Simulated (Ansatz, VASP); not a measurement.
# Two plane-wave programs on SnSe2

```
Sn Se
1.0
     3.96344    0.00000    0.00000
    -1.98172    3.43244    0.00000
     0.00000    0.00000    5.64604
Sn Se
1 2
Direct
  0.00000 0.00000 0.00000
  0.33333 0.66667 0.25000
  0.66667 0.33333 0.75000
```

Change from the starting cell: strain +0.040 along x and y, -0.080 along z, atoms carried along.

Alike in both runs: task single point; functional PBEsol; dispersion D3(BJ); k mesh 12 × 12 × 6; occupations gaussian, width 0.05 eV; no spin polarisation.

|  | VASP | Ansatz |
| --- | --- | --- |
| version | VASP 6.6.1 | Ansatz 0.2.0 |
| potentials or method | VASP PAW PBE potentials, release 64 (Sn_d, Se) | scalar-relativistic, plane waves, PAW |
| plane-wave cutoff (eV) | 520 | 420 |
| valence electrons in the cell | 26 | 46 |

```csv
,VASP,Ansatz,Ansatz less VASP
gap on the k mesh at the Fermi level (eV),0.05,0.05,-0.001
least direct gap on the mesh (eV),0.35,0.34,-0.010
pressure (GPa),0.2,0.1,-0.12
largest component of the traceless stress (GPa),3.94,3.97,+0.025
rms of the force components (eV/Å),0.513,0.505,-0.0086
```

Atom by atom the forces differ by 0.009 eV/Å (rms over components). The two sets of potentials don't hold the same shells in valence.

Caveats: the PAW data sets were made with another functional, which shifts forces and pressure a little (VASP); spin-orbit coupling is left out, which moves the levels of the heavy elements; the cell's inner coordinates are idealised or old, which leaves forces on the atoms.
